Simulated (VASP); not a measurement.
# A VASP 6.6.1 single-point calculation on CdTe

INCAR

```
LCHARG = .FALSE.
NSW = 0
LASPH = .TRUE.
PREC = Accurate
ISMEAR = -1
NBANDS = 16
IBRION = -1
ISIF = 2
ENCUT = 450
LWAVE = .FALSE.
GGA = PE
SIGMA = 0.02
EDIFF = 1E-7
LREAL = .FALSE.
NELM = 120
```

KPOINTS

```
KPOINTS created by Atomic Simulation Environment
0
Gamma
6 6 6
0 0 0
```

POSCAR

```
Cd Te
 1.0000000000000000
     0.0000000000000000    3.4344410031999999    3.0572232087000000
     3.4344410031999999    0.0000000000000000    3.0572232087000000
     3.4344410031999999    3.4344410031999999    0.0000000000000000
 Cd  Te
   1   1
Cartesian
  0.0000000000000000  0.0000000000000000  0.0000000000000000
  1.7172205015999997  1.7172205015999997  1.5286116043500000
```

The recommended PBE PAW datasets give the neutral cell 18 valence electrons.

Command

```
mpirun -np 1 vasp_std
```

**Question.** Predict the outcome of this run.

**Answer.** It converged. Results: gap between bands v and c on the k mesh 0.37 eV; least direct gap on the k mesh 0.37 eV; pressure 0.0 GPa. Band v is the last that the valence electrons fill when counted band by band, and c is the next.

OSZICAR

```
N       E                     dE             d eps       ncg     rms          rms(c)
DAV:   1     0.927817652376E+02    0.92782E+02   -0.75334E+03   960   0.859E+02
DAV:   2    -0.174470329617E+01   -0.94526E+02   -0.90690E+02  1184   0.223E+02
DAV:   3    -0.498873387309E+01   -0.32440E+01   -0.32392E+01  1160   0.443E+01
DAV:   4    -0.502020313370E+01   -0.31469E-01   -0.31468E-01  1520   0.366E+00
DAV:   5    -0.502032384577E+01   -0.12071E-03   -0.12071E-03  1232   0.188E-01    0.493E+00
DAV:   6    -0.479219737016E+01    0.22813E+00   -0.38318E-01  1128   0.701E+00    0.413E+00
DAV:   7    -0.477605233224E+01    0.16145E-01   -0.10343E-01  1104   0.205E+00    0.163E+00
DAV:   8    -0.477695583748E+01   -0.90351E-03   -0.10243E-02  1112   0.112E+00    0.442E-01
DAV:   9    -0.477728241090E+01   -0.32657E-03   -0.10314E-03  1176   0.320E-01    0.937E-02
DAV:  10    -0.477732948409E+01   -0.47073E-04   -0.11306E-04  1240   0.106E-01    0.545E-02
DAV:  11    -0.477736591490E+01   -0.36431E-04   -0.75440E-05  1072   0.526E-02    0.375E-02
DAV:  12    -0.477736512271E+01    0.79219E-06   -0.30396E-06  1208   0.126E-02    0.215E-02
DAV:  13    -0.477736490094E+01    0.22177E-06   -0.63684E-07  1216   0.362E-03    0.123E-02
DAV:  14    -0.477736495209E+01   -0.51150E-07   -0.60391E-07  1112   0.416E-03
   1 F= -.47773650E+01 E0= -.47773648E+01  d E =-.396965E-06
```

For comparison, a separate PBE run of the intended cell, on usual settings and not on those above, gives a gap of 0.37 eV on its mesh and a pressure of 0.1 GPa.
